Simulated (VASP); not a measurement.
# Hf (P6_3/mmc) in VASP: a series of runs

One crystal, Hf, is run at these levels: PBE; tasks: relaxation of cell and atoms.

All numbers are computed with VASP 6.6.1; they aren't measurements. Logs are shortened: lines on timing, memory, paths and dates and some standing lists are left out, and cuts for length are marked.

## (1) The structure

The structure is hexagonal, space group P6_3/mmc (No. 194). Conventional cell: a = 3.197 Å, b = 3.197 Å, c = 5.058 Å, α = 90.00°, β = 90.00°, γ = 120.00°. Hf (site symmetry -6m2) has 12 Hf at 3.13 to 3.20 Å as nearest neighbours.

## (2) Relaxation of cell and atoms, PBE

INCAR reads:

```
PREC     = Accurate       # precision mode
ENCUT    = 520            # plane-wave cutoff, eV
EDIFF    = 1E-6           # SCF threshold, eV
ISMEAR   = 0              # smearing method
SIGMA    = 0.1            # smearing width, eV
LREAL    = F              # projectors in reciprocal space
LASPH    = T              # aspherical terms in the spheres
NELM     = 120            # most SCF steps
ALGO     = Normal         # electronic algorithm
ISIF     = 3              # what is computed and relaxed
LWAVE    = F              # write WAVECAR
LCHARG   = F              # write CHGCAR
GGA      = PE             # functional
IBRION   = 2              # ionic algorithm
NSW      = 90             # ionic steps
EDIFFG   = -0.01          # ionic threshold
```

KPOINTS reads:

```
regular mesh
0
Gamma
  16 16 9
```

POSCAR reads:

```
Hf
1.0
    3.1967000000      0.0000000000      0.0000000000
   -1.5983500000      2.7684234100      0.0000000000
    0.0000000000      0.0000000000      5.0578000000
Hf
2
Direct
    0.3333333300      0.6666666700      0.2500000000
    0.6666666700      0.3333333300      0.7500000000
```

Potentials or basis: VASP PAW PBE potentials, release 64 (Hf_pv).

The run is started by

```
cat potpaw_PBE.64/Hf_pv/POTCAR > POTCAR
mpirun -np 1 vasp_std > vasp.out
```

OUTCAR:

```text
PREC = Accurate
   ENCUT = 520
   EDIFF = 1E-6
   ISMEAR = 0
   LREAL = F
   LASPH = T
   NELM = 120
   ISIF = 3
   GGA = PE
   IBRION = 2
   NSW = 90
   EDIFFG = -0.01

 ion  position               nearest neighbor table
   1  0.333  0.667  0.250-   2 3.13   2 3.13   2 3.13   2 3.13   2 3.13   2 3.13
   2  0.667  0.333  0.750-   1 3.13   1 3.13   1 3.13   1 3.13   1 3.13   1 3.13

  LATTYP: Found a hexagonal cell.
 ALAT       =     3.1967000000
 C/A-ratio  =     1.5821941377

  Lattice vectors:

 A1 = (   3.1967000000,   0.0000000000,   0.0000000000)
 A2 = (  -1.5983500000,   2.7684234100,   0.0000000000)
 A3 = (   0.0000000000,   0.0000000000,   5.0578000000)

Analysis of symmetry for initial positions (statically):
=====================================================================
 Subroutine PRICEL returns:
 Original cell was already a primitive cell.

 Routine SETGRP: Setting up the symmetry group for a
 hexagonal supercell.

 Subroutine GETGRP returns: Found 24 space group operations
 (whereof 12 operations were pure point group operations)
 out of a pool of 24 trial point group operations.

The static configuration has the point symmetry D_3d.
 The point group associated with its full space group is D_6h.

Analysis of symmetry for dynamics (positions and initial velocities):
=====================================================================
 Subroutine PRICEL returns:
 Original cell was already a primitive cell.

 Routine SETGRP: Setting up the symmetry group for a
 hexagonal supercell.

 Subroutine GETGRP returns: Found 24 space group operations
 (whereof 12 operations were pure point group operations)
 out of a pool of 24 trial point group operations.

The dynamic configuration has the point symmetry D_3d.
 The point group associated with its full space group is D_6h.

 Subroutine INISYM returns: Found 24 space group operations
 (whereof 12 operations are pure point group operations),
 and found     1 'primitive' translations

----------------------------------------------------------------------------------------

                                     Primitive cell

  volume of cell :      44.7606

  direct lattice vectors                    reciprocal lattice vectors
     3.196700000  0.000000000  0.000000000     0.312822598  0.180608211  0.000000000
[... 107 lines left out ...]
  volume/ion in A,a.u.               =      22.38       151.03
  Fermi-wavevector in a.u.,A,eV,Ry     =   1.251563  2.365112 21.312311  1.566411
  Thomas-Fermi vector in A             =   2.385505
   LORBIT       =      0    0 simple, 1 ext, 2 COOP (PROOUT), +10 PAW based schemes
   GGA     = PE    functional components
   LHFCALC =     F    Hartree Fock is set to
   AEXX    =    0.0000 exact exchange contribution
   IVDW    =     0    specifies the selected vdW correction
   LEPSILON=     F    determine dielectric tensor
   LRPA    =     F    only Hartree local field effects (RPA)
 conjugate gradient relaxation of ions
 non-spin polarized calculation
 Gauss-broadening in eV      SIGMA  =   0.10
  energy-cutoff  :      520.00
  volume of cell :       44.76
 maximum number of plane-waves:      1222
 NGX is ok and might be reduce to    24
   NGX = 11   NGY = 11   NGZ = 19

--------------------------------------- Ionic step        1  -------------------------------------------

 number of electron      20.0000004 magnetization

 Free energy of the ion-electron system (eV)
  ---------------------------------------------------
  ext. energy  EPLUGINS =         0.00000000
  ---------------------------------------------------
  free energy    TOTEN  =       -19.85380541 eV

  energy without entropy =      -19.84632590  energy(sigma->0) =      -19.85006565

------------------------ aborting loop because EDIFF is reached ----------------------------------------

  FORCE on cell =-STRESS in cart. coord.  units (eV):
  Direction    XX          YY          ZZ          XY          YZ          ZX
  --------------------------------------------------------------------------------------
  -------------------------------------------------------------------------------------
  Total        0.0877725      0.0877725      0.0689566      0.0000000      0.0000000      0.0000000
  in kB        3.1417583      3.1417583      2.4682574      0.0000000      0.0000000      0.0000000
  external PRESSURE =       2.9172580 kB  Pullay stress =       0.0000000 kB
[... 59 lines left out ...]
--------------------------------------- Ionic step        3  -------------------------------------------

 number of electron      20.0000004 magnetization

 Free energy of the ion-electron system (eV)
  ---------------------------------------------------
  ext. energy  EPLUGINS =         0.00000000
  ---------------------------------------------------
  free energy    TOTEN  =       -19.85391619 eV

  energy without entropy =      -19.84641046  energy(sigma->0) =      -19.85016333

 E-fermi :   4.9086     XC(G=0): -11.2690

 val. band max:        4.9025936462   @ k =   0.1250   0.0625   0.1111
 cond. band min:       4.9165942808   @ k =   0.3750   0.2500   0.3333
 fundamental gap:      0.0140006346
 Fermi energy:         4.9086073510

 k-point     1 :       0.0000    0.0000    0.0000
  band No.  band energies     occupation
      1     -26.1806      2.00000
      2     -25.4446      2.00000
      3     -25.4446      2.00000
      4     -25.3225      2.00000
      5     -25.3179      2.00000
      6     -25.3179      2.00000
      7      -2.4736      2.00000
      8       1.1984      2.00000
      9       5.5291      0.00000
     10       6.0768      0.00000
     11       6.0768      0.00000
     12       6.3551      0.00000
     13       6.8950      0.00000
     14       6.8950      0.00000
[... 377 lines left out ...]
      1     -25.8848      2.00000
      2     -25.8579      2.00000
      3     -25.8022      2.00000
      4     -25.6112      2.00000
      5     -25.4908      2.00000
      6     -25.4774      2.00000
      7       1.0072      2.00000
      8       3.0930      2.00000
      9       3.2553      2.00000
     10       3.6564      2.00000
     11       5.3213      0.00000
     12       5.8431      0.00000
     13       6.1441      0.00000
     14       8.6566      0.00000

 [... further k-points ...]

------------------------ aborting loop because EDIFF is reached ----------------------------------------

  FORCE on cell =-STRESS in cart. coord.  units (eV):
  Direction    XX          YY          ZZ          XY          YZ          ZX
  --------------------------------------------------------------------------------------
  -------------------------------------------------------------------------------------
  Total        0.0013157      0.0013157     -0.0118142      0.0000000     -0.0000000      0.0000000
  in kB        0.0469678      0.0469678     -0.4217274      0.0000000     -0.0000000      0.0000000
  external PRESSURE =      -0.1092639 kB  Pullay stress =       0.0000000 kB
[... 17 lines left out ...]
  FREE ENERGIE OF THE ION-ELECTRON SYSTEM (eV)
  ---------------------------------------------------
  free  energy   TOTEN  =       -19.8539161894 eV

  energy  without entropy=      -19.8464104646  energy(sigma->0) =      -19.85016333

 reached required accuracy - stopping structural energy minimisation
```

It took 73 s on 1 thread of Intel Xeon 6975P-C (Granite Rapids), shared host; peak memory 0.22 GiB.

Results:

```
Free energy                            : -19.8539 eV
Relaxed volume                         : 22.44 Å³/atom
Relaxed cell                           : a = 3.200 Å, b = 3.200 Å, c = 5.062 Å, α = 90.00°, β = 90.00°, γ = 120.00°
Space group after relaxing (to 0.05 Å) : P6_3/mmc (No. 194)
Energy gained by relaxing              : 0.1 meV/atom
Ionic steps                            : 3
Pressure after relaxing                : 0.0 GPa
Band gap on the k mesh                 : none (metal or under the smearing width)
```

Step by step:
```
step  energy change (eV)  largest force (eV/Å)  pressure (GPa)  volume (Å³)
   1              0.0000                0.0000            0.29        44.76
   2              0.0000                0.0000           -0.34        45.03
   3             -0.0001                0.0000           -0.01        44.88
```

Final structure:
```
Hf
1.0
     3.19984    0.00000    0.00000
    -1.59992    2.77114    0.00000
     0.00000    0.00000    5.06170
Hf
2
Direct
  0.33333 0.66667 0.25000
  0.66667 0.33333 0.75000
```

The run has no spin-orbit coupling, so splittings on Hf are missing.

## (3) Relaxation of cell and atoms, PBE

This run uses another cell than the first one, of 22.44 Å³/atom, 1.003 times its volume.

Changes to INCAR since step 2:

```diff
@@ -2,3 +2,3 @@
 ENCUT    = 520            # plane-wave cutoff, eV
-EDIFF    = 1E-6           # SCF threshold, eV
+EDIFF    = 1E-7           # SCF threshold, eV
 ISMEAR   = 0              # smearing method
@@ -14,3 +14,4 @@
 IBRION   = 2              # ionic algorithm
-NSW      = 90             # ionic steps
-EDIFFG   = -0.01          # ionic threshold
+NSW      = 60             # ionic steps
+EDIFFG   = -0.005         # ionic threshold
+POTIM    = 0.3            # step
```

KPOINTS is that of step 2.

POSCAR reads:

```
Hf                                      
1.0
    3.1998369209      0.0000000000      0.0000000000
   -1.5999184605      2.7711400632      0.0000000000
   -0.0000000000      0.0000000000      5.0616992495
  Hf            
     2
Direct
     0.3333333300000021    0.6666666699999979    0.2500000000000000
     0.6666666699999979    0.3333333300000021    0.7500000000000000
```

Potentials or basis: VASP PAW PBE potentials, release 64 (Hf_pv).

The run is started by

```
cat potpaw_PBE.64/Hf_pv/POTCAR > POTCAR
mpirun -np 1 vasp_std > vasp.out
```

Run time: 51 s. Hardware: 1 thread of Intel Xeon 6975P-C (Granite Rapids), shared host; peak memory 0.21 GiB.

The run converged. Its results:

```
Free energy               : -19.8539 eV
Energy gained by relaxing : 0.0 meV/atom
Ionic steps               : 2
Pressure after relaxing   : 0.0 GPa
Band gap on the k mesh    : none (metal or under the smearing width)
```

Final structure:
```
Hf
1.0
     3.19996    0.00000    0.00000
    -1.59998    2.77125    0.00000
     0.00000    0.00000    5.06093
Hf
2
Direct
  0.33333 0.66667 0.25000
  0.66667 0.33333 0.75000
```

Levels at points of the mesh, in eV from the Fermi level:
```csv
k point,band 8,band 9,band 10,band 11,band 12,band 13
"(0.00, 0.00, 0.00)",-3.71,0.62,1.17,1.17,1.45,1.99
"(0.50, 0.00, 0.00)",-2.75,-2.23,-0.82,0.78,0.86,1.67
```
